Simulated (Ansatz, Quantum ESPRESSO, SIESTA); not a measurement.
**SnO2: 3 runs at one level of theory**

```
CELL_PARAMETERS angstrom
1.61709 0.93363 4.80059
-1.61709 0.93363 4.80059
0.00000 -1.86726 4.80059
ATOMIC_POSITIONS crystal
Sn 0.50000 0.50000 0.50000
O 0.76283 0.76283 0.76283
O 0.23717 0.23717 0.23717
```

Measurements of this composition are mostly on another form, of space group No. 136.

Alike in all runs: task band structure; functional PBEsol; k mesh 10 × 10 × 10; occupations fermi-dirac, width 0.05 eV; no spin polarisation; no spin-orbit coupling. Pressure is positive in compression and, in plane waves, holds the error of the finite cutoff. Gaps are the smaller of the mesh's and the band path's.

| program and potentials | plane-wave cutoff (eV) | notes | band gap (eV) | pressure (GPa) | largest force (eV/Å) |
| --- | --- | --- | --- | --- | --- |
| Quantum ESPRESSO, GBRV 1.5 PBEsol | 925 | - | 1.86 | -5.02 | 0.377 |
| SIESTA, files PseudoDojo sr-pbesol-0.4.1-standard, DZP (energy shift 0.003 Ry; two zetas on semicore shells) | - | atomic basis | 1.78 | 0.07 | 0.095 |
| Ansatz, all-electron LAPW, scalar-relativistic | - | - | 1.87 | -5.15 | 0.398 |

Force on atom 2 (O), eV/Å:

```json
{"program and potentials": "Quantum ESPRESSO, GBRV 1.5 PBEsol", "x": "0.000", "y": "0.000", "z": "0.377"}
{"program and potentials": "SIESTA, files PseudoDojo sr-pbesol-0.4.1-standard, DZP (energy shift 0.003 Ry; two zetas on semicore shells)", "x": "0.000", "y": "0.000", "z": "-0.095"}
{"program and potentials": "Ansatz, all-electron LAPW, scalar-relativistic", "x": "0.000", "y": "0.000", "z": "0.398"}
```

The band gap spans 1.78 (SIESTA, files PseudoDojo sr-pbesol-0.4.1-standard, DZP (energy shift 0.003 Ry; two zetas on semicore shells)) to 1.87 eV (Ansatz, all-electron LAPW, scalar-relativistic), with all-electron results at 1.87. The pressure spans -5.15 (Ansatz, all-electron LAPW, scalar-relativistic) to 0.07 GPa (SIESTA, files PseudoDojo sr-pbesol-0.4.1-standard, DZP (energy shift 0.003 Ry; two zetas on semicore shells)), with all-electron results at -5.15. The paths' points differ, which is worth about 0.01 eV. Rows in atomic bases carry the error of their basis and grid, which can be large.

The functional is the same throughout but for its coding, so the spread measures potentials, basis and numerics; runs on potential files found faulty are left out.
